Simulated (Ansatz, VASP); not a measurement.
# One calculation of Yb, two programs

```
Yb
1.0
     3.39121    0.00000    0.00000
     0.00000    3.39121    0.00000
     0.00000    0.00000    3.39121
Yb
1
Direct
  0.00000 0.00000 0.00000
```

This isn't the form of Yb at room conditions, which is fcc.

Alike in both runs: task single point; functional PBE; k mesh 13 × 13 × 13; occupations fermi-dirac, width 0.1 eV; no spin polarisation.

```csv
,VASP,Ansatz
version,VASP 6.6.1,Ansatz 0.2.0
potentials or method,"VASP PAW PBE potentials, release 64 (Yb), cutoff 520 eV","all-electron LAPW, scalar-relativistic"
```

|  | VASP | Ansatz | Ansatz less VASP |
| --- | --- | --- | --- |
| pressure (GPa) | -0.1 | 0.0 | +0.16 |

Ansatz ran all-electron here, so the differences hold the error of VASP's frozen core and of both bases.

The runs have no spin-orbit coupling, so splittings on Yb are missing. Spin polarisation is off, so any magnetic state and its effect on volume and gap are missing.
